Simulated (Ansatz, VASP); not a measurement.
**One calculation of Ag, two programs**

Contents of INCAR:

```
SYSTEM = Ag
PREC = Accurate
ENCUT = 520
EDIFF = 1E-8
ISMEAR = -1
SIGMA = 0.05
LREAL = .FALSE.
LASPH = .TRUE.
NELM = 80
ALGO = Normal
ISIF = 2
LWAVE = .FALSE.
LCHARG = .FALSE.
GGA = PE
LEFG = .TRUE.
NBANDS = 12
```

Contents of KPOINTS:

```
regular mesh
0
G
  12 12 12
  0 0 0
```

POSCAR

```
Ag
1.0
    2.7786983616      0.0000000000      0.0000000000
    0.0000000000      2.7786983616      0.0000000000
    0.0000000000      0.0000000000      2.7786983616
Ag
1
Direct
    0.0000000000      0.0000000000      0.0000000000
```

Input for Ansatz:

```yaml
crystal:
  lattice:
    - [2.7786983616, 0.0, 0.0]
    - [0.0, 2.7786983616, 0.0]
    - [0.0, 0.0, 2.7786983616]
  atoms:
    - { symbol: Ag, position: [0.0, 0.0, 0.0] }
kpoints:
  mp_grid: { grid: [12, 12, 12] }
scf:
  occupations: { method: fermi_dirac, width: 0.05 }
hamiltonian:
  xc: pbe
  pseudopotentials: { kind: paw }
output:
  forces: true
  stress: true
  eigenvalues: true
  efg: { contact_densities: true }
```

Change from the starting cell: volume scaled by 1.03, PAW files.

Alike in both runs: task electric field gradients; functional PBE; k mesh 12 × 12 × 12; occupations fermi-dirac, width 0.05 eV; no spin polarisation.

|  | VASP | Ansatz |
| --- | --- | --- |
| version | VASP 6.6.1 | Ansatz 0.2.0 |
| potentials or method | VASP PAW PBE potentials, release 64 (Ag) | PAW with Ansatz's default frozen-core files, scalar-relativistic |
| plane-wave cutoff (eV) | 520 | 420 |
| valence electrons in the cell | 11 | 19 |

```csv
,VASP,Ansatz,Ansatz less VASP
pressure (GPa),-1.9,-1.8,+0.07
Vzz of the field gradient on the site that differs most (V/Å²),0.0,0.0,0.00
```

With one functional, cell and mesh, what is left measures potentials, basis and numerics. The two sets of potentials don't hold the same shells in valence. Ansatz warned: «gradients_without_spin_orbit».
